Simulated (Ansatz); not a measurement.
**A film clamped to a substrate in AlCo**

Method: DFT PBE, scalar-relativistic, plane waves, PAW (Ansatz). Settings: plane waves to 420 eV, k-mesh 22×22×22 (Γ-centred), Gaussian smearing 0.15 eV. No spin polarisation. A magnetic state may lie lower. Energies are free energies at this smearing, counted from the undisturbed cell; pressure is positive in compression.

Zero of the scan (relaxed at this level; it needn't be the usual structure):

```xyz
2
Lattice="2.8519 0.0000 0.0000 0.0000 2.8519 0.0000 0.0000 0.0000 2.8519" Properties=species:S:1:pos:R:3 pbc="T T T"
Al    0.0000    0.0000    0.0000
Co    1.4260    1.4260    1.4260
```

The cell (2 atoms, V0 = 23.20 Å³) is strained by p along both x and y and by q along z, fractional coordinates fixed. τp = (1/V0) ∂E/∂p = (σxx + σyy)(1 + p)(1 + q) and τq = (1/V0) ∂E/∂q = σzz(1 + p)², with tension positive.

```csv
p,q,ΔE (meV/atom),τp (GPa),τq (GPa)
0.000,0.000,0.00,-0.07,-0.03
-0.050,0.000,85.07,-50.12,-15.62
0.050,0.000,65.43,33.94,10.22
0.000,-0.050,31.17,-12.88,-18.60
0.000,0.050,21.31,12.42,10.89
```

**Question.** Get the second derivatives of the energy density.

**Answer.** Central differences give A = ∂τp/∂p = 841 GPa (C11 + C22 + 2 C12), C = ∂τq/∂q = 295 GPa (C33) and the cross term B = ∂τq/∂p = 258 GPa (C13 + C23); ∂τp/∂q = 253 GPa must equal B, and any difference shows higher-order terms. Steps this large leave an error of some per cent of A or C in all of these, which can swamp a small B. The ions are clamped. In a cubic crystal C11 = C = 295, C12 = B/2 = 129 GPa and A should be 2(C11 + C12) = 848 GPa; the bulk modulus is (C11 + 2 C12)/3 = 184 GPa.

**Question.** A film of this crystal grows with z along the normal on a substrate that imposes p. How does its thickness respond, and what does the misfit cost?

**Answer.** Count p and q from the stress-free cell. A free surface needs τq = 0, so q = −(B/C) p = -0.88 p. The energy density left is (A − B²/C) p²/2 = M p², with the biaxial modulus M = 307 GPa; a misfit of 1 % costs 2.22 meV/atom, against 3.04 meV/atom if the thickness were held.

In a metal these slopes depend on the k mesh and the smearing.